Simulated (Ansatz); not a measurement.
**WS2: response to strain**

WS2 is deformed so: equal xy, yz and zx engineering shear strains of -1 %. What stress and forces result, by LAPW and PAW?

Computed with Ansatz 0.2.0 (DFT LDA, scalar-relativistic, unless a step's input says otherwise).

3 further runs of the same task are left out: 3 that didn't finish.

### 1 The structure to begin with

Symmetry: R3m, No. 160, trigonal system. The conventional cell has a = 3.158 Å, b = 3.158 Å, c = 18.490 Å, α = 90.00°, β = 90.00°, γ = 120.00°. W (site symmetry 3m) is surrounded by 6 S at 2.39 to 2.42 Å. S (site symmetry 3m) is surrounded by 3 W at 2.39 Å. S (site symmetry 3m) has 3 W at 2.42 Å as nearest neighbours.

Coordinates:

```cif
data_structure
_symmetry_space_group_name_H-M 'R3m:H'
_symmetry_Int_Tables_number 160
_cell_length_a 3.1580
_cell_length_b 3.1580
_cell_length_c 18.4900
_cell_angle_alpha 90.000
_cell_angle_beta 90.000
_cell_angle_gamma 120.000
_cell_volume 159.70
loop_
_atom_site_label
_atom_site_type_symbol
_atom_site_symmetry_multiplicity
_atom_site_Wyckoff_symbol
_atom_site_fract_x
_atom_site_fract_y
_atom_site_fract_z
_atom_site_occupancy
W1 W 3 a 0.00000 0.00000 0.00000 1
S1 S 3 a 0.66667 0.33333 0.08363 1
S2 S 3 a 0.33333 0.66667 0.24767 1
```

The file gives the conventional cell by its symmetry; the runs use the cell typed in the input.

Atoms are numbered in the order of the input: W1, S2, S3.

### 2 After the deformation

Space group R3m before, P1 after.

### 3 Full-potential LAPW

input.yaml

```yaml
crystal:
  lattice:
    - [1.5436255528, 0.872924645, 6.1508768166]
    - [-1.6143752158, 0.8887146488, 6.1666668204]
    - [-0.021700287, -1.8540892438, 6.172446363]
  atoms:
    - { symbol: W, position: [0.0, 0.0, 0.0] }
    - { symbol: S, position: [0.7503, 0.7503, 0.7503] }
    - { symbol: S, position: [0.581, 0.581, 0.581] }
kpoints:
  mp_grid: { grid: [13, 13, 13] }
  band_path:
    path:
      - [0.0, 0.0, 0.0]
      - [0.0, 0.0, -0.5]
      - [0.5, 0.5, 0.5]
      - [0.0, 0.0, 0.0]
      - [0.0, -0.5, 0.0]
      - [0.5, 0.0, 0.0]
      - [0.0, 0.0, 0.0]
      - [0.5, 0.0, 0.5]
      - [0.0, -0.5, -0.5]
    npoints: 5
scf:
  occupations: { method: fermi_dirac, width: 0.08 }
hamiltonian:
  xc: lda
  pseudopotentials: { kind: all_electron, lapw: { basis_error: 0.0005 } }
output:
  forces: true
  stress: true
  eigenvalues: true
```

The run is started by

```console
ansatz run input.yaml --threads 1 --pin off --max-ram 6144MiB --backend cpu --events-out ev --progress --plain --runs-dir out
```

### 4 Frozen-core PAW

input.yaml

```yaml
crystal:
  lattice:
    - [1.5436255528, 0.872924645, 6.1508768166]
    - [-1.6143752158, 0.8887146488, 6.1666668204]
    - [-0.021700287, -1.8540892438, 6.172446363]
  atoms:
    - { symbol: W, position: [0.0, 0.0, 0.0] }
    - { symbol: S, position: [0.7503, 0.7503, 0.7503] }
    - { symbol: S, position: [0.581, 0.581, 0.581] }
kpoints:
  mp_grid: { grid: [13, 13, 13] }
scf:
  occupations: { method: fermi_dirac, width: 0.08 }
hamiltonian:
  xc: lda
  pseudopotentials: { kind: paw }
output:
  forces: true
  stress: true
  eigenvalues: true
  efg: { contact_densities: true }
```

(Steps that only read results are left out.)

Q: Predict the outcome of this session. Wanted: pressure; largest shear or deviatoric stress.

As calculated:

```
                                 quantity                      value
                                 pressure  LAPW -3.55, PAW -3.59 GPa
largest shear or deviatoric stress (LAPW)                   1.60 GPa
```

What this shows: The largest part of the stress beyond the pressure is 1.60 GPa in size, in the xz component; the atoms are carried along and not relaxed. No run of the undeformed cell stands beside it, so the pressure holds what the given cell had before the change. PAW: stress within 0.05 GPa of LAPW, forces within 1 meV/Å. Spin-orbit coupling is left out, though the cell holds W; in elements this heavy it can shift bands and gaps by tenths of an eV.
